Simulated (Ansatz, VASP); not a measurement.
**One calculation of NaCl, two programs**

File INCAR:

```
SYSTEM = NaCl
  PREC = Accurate
  ENCUT = 520
  EDIFF = 1E-6
  ISMEAR = 0
  SIGMA = 0.01
  LREAL = .False.
  LASPH = .True.
  NELM = 60
  ALGO = Normal
  ISIF = 2
  LWAVE = .False.
  LCHARG = .False.
  NBANDS = 14
```

KPOINTS

```
Automatic mesh
0
Gamma
  8 8 8
  0 0 0
```

Contents of POSCAR:

```
NaCl
1.0
    2.5595368221      2.5595368221      0.0000000000
   -2.5595368221      2.5595368221      0.0000000000
    0.0000000000      2.5595368221      2.5595368221
Na Cl
1 1
Direct
    0.0000000000      0.0000000000      0.0000000000
    0.5000000000      0.5000000000      0.0000000000
```

Input for Ansatz:

```yaml
crystal:
  lattice:
    - [2.55953682213, 2.55953682213, 0.0]
    - [-2.55953682213, 2.55953682213, 0.0]
    - [0.0, 2.55953682213, 2.55953682213]
  atoms:
    - { symbol: Na, position: [0.0, 0.0, 0.0] }
    - { symbol: Cl, position: [0.5, 0.5, 0.0] }
kpoints:
  mp_grid: { grid: [8, 8, 8] }
scf:
  occupations: { method: fixed }
  convergence: { dr2_threshold: 1.0e-10 }
hamiltonian:
  xc: lda
  pseudopotentials: { kind: all_electron, lapw: { basis_error: 0.0005 } }
output:
  forces: true
  stress: true
  eigenstates:
    kpoints:
      - [0.0, 0.0, 0.0]
      - [-0.5, -0.5, -0.5]
      - [-0.5, 0.5, 0.0]
      - [0.0, 0.0, -0.5]
      - [0.0, -0.5, -0.5]
      - [0.0, 0.5, 0.0]
      - [-0.5, 0.0, 0.0]
      - [-0.5, 0.0, -0.5]
  eigenvalues: true
```

Alike in both runs: task single point; functional LDA; k mesh 8 × 8 × 8; no spin polarisation.

|  | VASP | Ansatz |
| --- | --- | --- |
| version | VASP 6.6.1 | Ansatz 0.2.0 |
| potentials or method | VASP PAW LDA potentials, release 64 (Na_pv, Cl) | all-electron LAPW, scalar-relativistic |
| plane-wave cutoff (eV) | 520 | see its input |
| occupations | gaussian, width 0.01 eV | fixed |

```tsv
	VASP	Ansatz	Ansatz less VASP
gap on the k mesh at the Fermi level (eV)	6.07	6.07	-0.007
pressure (GPa)	10.1	10.0	-0.08
```

Ansatz ran all-electron here, so the differences hold the error of VASP's frozen core and of both bases.
